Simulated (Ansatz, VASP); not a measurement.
Au: VASP beside Ansatz

INCAR

```
ALGO = Normal ; EDIFF = 1E-7
EDIFFG = -0.01 ; ENCUT = 600
GGA = PS ; IBRION = 2
ISIF = 3 ; ISMEAR = -1
LASPH = True ; LCHARG = False
LREAL = False ; LWAVE = False
NELM = 100 ; NSW = 80
PREC = Accurate ; SIGMA = 0.1
```

Contents of KPOINTS:

```
k-points
0
Gamma
  12 12 12
```

The input POSCAR:

```
Au
1.0
    2.6358905191      0.0000000000      0.0000000000
    0.0000000000      2.6358905191      0.0000000000
    0.0000000000      0.0000000000      2.6358905191
Au
1
Direct
    0.0000000000      0.0000000000      0.0000000000
```

Input for Ansatz:

```yaml
crystal:
  lattice:
    - [2.6358905191, 0.0, 0.0]
    - [0.0, 2.6358905191, 0.0]
    - [0.0, 0.0, 2.6358905191]
  atoms:
    - { symbol: Au, position: [0.0, 0.0, 0.0] }
hamiltonian:
  xc: pbesol
  pseudopotentials:
    kind: paw
    azcp:
      Au: "pseudopotentials/Au.paw.azcp"
basis:
  ecutwfc: 420
  fft_grid_basis: typed
kpoints:
  mp_grid: { grid: [12, 12, 12], shift: [0, 0, 0] }
magnetization:
  spin_polarized: false
scf:
  occupations: { method: fermi_dirac, width: 0.1 }
relax:
  max_steps: 60
  f_tol: 0.01
  cell: {}
```

The cell was built by a generator and needn't be a form met in nature.

Alike in both runs: task relaxation of cell and atoms; functional PBEsol; k mesh 12 × 12 × 12; occupations fermi-dirac, width 0.1 eV; no spin polarisation.

```csv
,VASP,Ansatz
version,VASP 6.6.1,Ansatz 0.2.0
potentials or method,"VASP PAW PBE potentials, release 64 (Au)","plane waves (420 eV) with PAW, scalar-relativistic"
plane-wave cutoff (eV),600,420
valence electrons in the cell,11,19
```

|  | VASP | Ansatz | Ansatz less VASP |
| --- | --- | --- | --- |
| relaxed volume (Å³/atom) | 19.53 | 19.56 | +0.025 |
| relaxed cell length with the largest relative difference (Å) | 2.693 | 2.694 | +0.0011 |
| energy change over the relaxation (meV/atom) | -36 | -37 | -1.2 |

The two sets of potentials don't hold the same shells in valence. Ansatz warned: «pseudo_functional_mismatch».

Caveats: the PAW data sets were made with another functional, which shifts forces and pressure a little (VASP). The runs have no spin-orbit coupling, so splittings on Au are missing.
